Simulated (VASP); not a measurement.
VASP 6.6.1 run: NaI

INCAR

```
NBANDS = 14
NELM = 62
NSW = 0
GGA = PE
IBRION = -1
ISMEAR = 1
LCHARG = .FALSE.
SIGMA = 0.2
ISIF = 2
LREAL = .FALSE.
LASPH = .TRUE.
ENCUT = 520
PREC = Accurate
LWAVE = .FALSE.
EDIFF = 1E-7
```

KPOINTS

```
KPOINTS created by Atomic Simulation Environment
0
Gamma
6 6 6
0 0 0
```

POSCAR

```
Na I
 1.0000000000000000
     0.0000000000000000    3.4368958848000002    3.4368958848000002
     3.4368958848000002    0.0000000000000000    3.4368958848000002
     3.4368958848000002    3.4368958848000002    0.0000000000000000
 Na  I
   1   1
Cartesian
  0.0000000000000000  0.0000000000000000  0.0000000000000000
  1.7184479424000005  1.7184479424000005  1.7184479424000005
```

The recommended PBE PAW datasets give the neutral cell 14 valence electrons.

Command

```
mpirun -np 1 vasp_std
```

Question: Predict the outcome of this run.

Answer: It converged. Results: gap between bands v and c on the k mesh 3.98 eV; least direct gap on the k mesh 3.98 eV; pressure 1.7 GPa. Band v is the last that the valence electrons fill when counted band by band, and c is the next.

OSZICAR

```
N       E                     dE             d eps       ncg     rms          rms(c)
DAV:   1     0.836520088308E+02    0.83652E+02   -0.63701E+03   448   0.847E+02
DAV:   2     0.153795558217E+01   -0.82114E+02   -0.76782E+02   480   0.213E+02
DAV:   3    -0.515015582256E+01   -0.66881E+01   -0.66632E+01   574   0.607E+01
DAV:   4    -0.532010935088E+01   -0.16995E+00   -0.16990E+00   590   0.994E+00
DAV:   5    -0.532218822860E+01   -0.20789E-02   -0.20788E-02   584   0.968E-01    0.168E+00
DAV:   6    -0.523318164764E+01    0.89007E-01   -0.11438E-01   490   0.158E+00    0.117E+00
DAV:   7    -0.522646836770E+01    0.67133E-02   -0.95813E-02   544   0.137E+00    0.710E-01
DAV:   8    -0.523471525154E+01   -0.82469E-02   -0.96337E-03   484   0.626E-01    0.214E-01
DAV:   9    -0.523454967318E+01    0.16558E-03   -0.23239E-04   574   0.137E-01    0.567E-02
DAV:  10    -0.523485066816E+01   -0.30099E-03   -0.36577E-04   496   0.119E-01    0.162E-02
DAV:  11    -0.523486517853E+01   -0.14510E-04   -0.34539E-05   592   0.477E-02    0.412E-03
DAV:  12    -0.523486726516E+01   -0.20866E-05   -0.28184E-06   568   0.101E-02    0.239E-03
DAV:  13    -0.523486781555E+01   -0.55039E-06   -0.58867E-07   556   0.441E-03    0.820E-04
DAV:  14    -0.523486780462E+01    0.10923E-07   -0.32636E-08   554   0.107E-03
   1 F= -.52348678E+01 E0= -.52395432E+01  d E =0.140261E-01
```

For comparison, a separate PBE run of the intended cell, on usual settings and not on those above, gives a gap of 3.98 eV on its mesh and a pressure of 1.8 GPa.
